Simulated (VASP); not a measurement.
Input of a VASP 6.6.1 run:

File INCAR:

```
PREC = Accurate ; ENCUT = 520
EDIFF = 1E-6 ; ISMEAR = 0
SIGMA = 0.1 ; LREAL = F
LASPH = T ; NELM = 100
ALGO = Normal ; ISIF = 2
LWAVE = F ; LCHARG = F
GGA = PE ; NBANDS = 8
```

KPOINTS

```
Automatic mesh
0
Gamma
  12 14 12
```

Contents of POSCAR:

```
As
1.0
    2.8468687296      0.0000000000      0.0000000000
    0.0000000000      2.6846478249      0.0000000000
    0.0000000000      0.0000000000      2.8468687296
As
1
Direct
    0.5000000000      0.5000000000      0.5000000000
```

Potentials or basis: VASP PAW PBE potentials, release 64 (As).

Launch:

```sh
$ cat potpaw_PBE.64/As/POTCAR > POTCAR
$ mpirun -np 1 vasp_std > vasp.out
```

(1) Predict the band gap on the k mesh.

(2) Predict the pressure.

## Answers

(1) none (metal or under the smearing width).

(2) -3.8 GPa.
